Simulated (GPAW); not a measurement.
Crystal: NiO.

```
Ni O
1.0
     0.00000    2.08590    2.08590
     2.08590    0.00000    2.08590
     2.08590    2.08590    0.00000
Ni O
1 1
Direct
  0.00000 0.00000 0.00000
  0.50000 0.50000 0.50000
```

| Item | Value |
| --- | --- |
| Program | GPAW 26.7.0 |
| Task | relaxation of cell and atoms |
| Functional | PBEsol |
| Dispersion | D3(BJ)+ATM |
| Potentials or basis | PAW data sets generated in the run's folder for this functional |
| Cutoff | 800 eV |
| Basis | pw |
| k mesh | 9 × 9 × 9 |
| Occupations | fermi-dirac, width 0.05 eV |
| Spin | collinear spin, ferromagnetic start |
| Starting moments | [1.0, 0.0] μB |

At the start: pressure -6.5 GPa; volume 9.08 Å³/atom.

Problem. Where does the relaxation end?

Solution. Over 4 steps the energy falls by 6.0 meV/atom and the volume is 8.81 Å³/atom (-3.0 %); space group Fm-3m (No. 225, to 0.05 Å); moment 1.07 μB per cell.

Step by step:
| step | energy change (eV) | largest force (eV/Å) | pressure (GPa) | volume (Å³) |
| --- | --- | --- | --- | --- |
| 1 | 0.0000 | 0.0000 | -6.48 | 18.15 |
| 2 | -0.0055 | 0.0000 | -5.04 | 18.01 |
| 3 | -0.0118 | 0.0000 | 1.01 | 17.54 |
| 4 | -0.0121 | 0.0000 | -0.01 | 17.61 |

Final structure:
```
CELL_PARAMETERS angstrom
0.00000 2.06503 2.06503
2.06503 0.00000 2.06503
2.06503 2.06503 0.00000
ATOMIC_POSITIONS crystal
Ni 0.00000 0.00000 0.00000
O 0.50000 0.50000 0.50000
```

Caveat: each step starts from the last one's moments, so a moment once lost doesn't come back; the stock nickel data set gives pressures a few GPa off other programs; later steps reuse the first step's grids; a cell with one magnetic atom can't hold antiferromagnetic order, which such compounds often take; pairwise dispersion overbinds metals, which lowers pressure and volume.
